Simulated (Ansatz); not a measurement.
Convergence notes, G0W0 on KI (Fm-3m)

KI (started from an entry of an open crystallographic database), relaxed with r2SCAN; one-shot G0W0 in Ansatz without spin-orbit coupling. Calculated for a static, non-magnetic cell.

Space group Fm-3m (No. 225). a = 7.089 Å, b = 7.089 Å, c = 7.089 Å, α = 90.00°, β = 90.00°, γ = 90.00°
```csv
atom,site,symmetry,x,y,z
K,4a,m-3m,0.0000,0.0000,0.0000
I,4b,m-3m,0.5000,0.0000,0.0000
```

Gaps are read over the mesh points alone. G0W0 values are finite-basis, finite-mesh values.
```tsv
start	potentials	frequency model	mesh	empty bands	screening cutoff (eV)	Kohn-Sham gap (eV)	G0W0 gap (eV)	rough cost
PBE	PAW	contour deformation	4×4×4	144	80	3.94	5.95	60 core-seconds
PBE	PAW	contour deformation	4×4×4	335	140	3.94	6.09	5 core-minutes
PBE	PAW	contour deformation	4×4×4	615	210	3.94	6.13	22 core-minutes
HSE06	PAW	contour deformation	4×4×4	335	140	4.94	6.57	13 core-minutes
LDA	PAW	contour deformation	4×4×4	335	140	3.58	5.89	5 core-minutes
r2SCAN	PAW	contour deformation	4×4×4	335	140	4.58	6.43	5 core-minutes
PBE	PAW	Godby-Needs pole	4×4×4	335	140	3.94	6.10	7 core-minutes
PBE	PAW	contour deformation	6×6×6	144	80	3.94	5.94	6 core-minutes
PBE	norm-conserving	contour deformation	4×4×4	335	140	3.94	5.98	8 core-minutes
```

G0W0 moves the gap on the mesh from 3.94 eV (PBE) to 6.13 eV (direct at Γ). Renormalisation factors Z lie between 0.79 and 0.85.

Raising bands and cutoff together moves the gap by +0.14 eV (80 to 140 eV), then +0.04 eV (140 to 210 eV); the last step is still large, so the basis limit isn't reached. Starting from HSE06 (4.94 eV against PBE's 3.94 eV) gives 6.57 eV, +0.48 eV from G0W0@PBE at the same screening cutoff. Starting from LDA (3.58 eV against PBE's 3.94 eV) gives 5.89 eV, -0.20 eV from G0W0@PBE at the same screening cutoff. Starting from r2SCAN (4.58 eV against PBE's 3.94 eV) gives 6.43 eV, +0.34 eV from G0W0@PBE at the same screening cutoff. The Godby-Needs plasmon pole differs from contour deformation by +0.01 eV. A 6×6×6 mesh in place of 4×4×4 changes the opening over PBE by -0.01 eV (the gap on the mesh by -0.01 eV). Norm-conserving potentials (wave cutoff 952 eV against 420 eV) shift the quasiparticle gap by -0.11 eV and the PBE gap by 0.00 eV. r2SCAN runs take a wave cutoff of 500 eV.
